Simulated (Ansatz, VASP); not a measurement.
**Two plane-wave programs on Na**

File INCAR:

```
ALGO = Normal ; EDIFF = 1E-6
ENCUT = 520 ; ISIF = 2
ISMEAR = -1 ; LASPH = True
LCHARG = False ; LREAL = False
LWAVE = False ; NBANDS = 10
NELM = 80 ; PREC = Accurate
SIGMA = 0.1
```

KPOINTS

```
k-points
0
Gamma
  9 9 9
```

POSCAR

```
Na
1.0
   -2.0287155323      2.0287155323      2.0287155323
    2.0287155323     -2.0287155323      2.0287155323
    2.0287155323      2.0287155323     -2.0287155323
Na
1
Direct
    0.0000000000      0.0000000000      0.0000000000
```

Input for Ansatz:

```yaml
crystal:
  lattice:
    - [-2.0287155323, 2.0287155323, 2.0287155323]
    - [2.0287155323, -2.0287155323, 2.0287155323]
    - [2.0287155323, 2.0287155323, -2.0287155323]
  atoms:
    - { symbol: Na, position: [0.0, 0.0, 0.0] }
hamiltonian:
  xc: lda
  pseudopotentials:
    kind: paw
    azcp:
      Na: "pseudopotentials/Na.paw.azcp"
basis:
  ecutwfc: 420
  fft_grid_basis: typed
kpoints:
  mp_grid: { grid: [9, 9, 9], shift: [0, 0, 0] }
magnetization:
  spin_polarized: false
scf:
  occupations: { method: fermi_dirac, width: 0.1 }
  lower_state_search: "off"
output:
  stress: true
```

Alike in both runs: task single point; functional LDA; k mesh 9 × 9 × 9; occupations fermi-dirac, width 0.1 eV; no spin polarisation.

```csv
,VASP,Ansatz
version,VASP 6.6.1,Ansatz 0.2.0
potentials or method,"VASP PAW LDA potentials, release 64 (Na_pv)","plane waves (420 eV) with PAW, scalar-relativistic"
plane-wave cutoff (eV),520,420
valence electrons in the cell,7,9
```

```tsv
	VASP	Ansatz	Ansatz less VASP
pressure (GPa)	-0.1	0.0	+0.03
```

The two sets of potentials don't hold the same shells in valence. Ansatz warned: «pseudo_functional_mismatch».
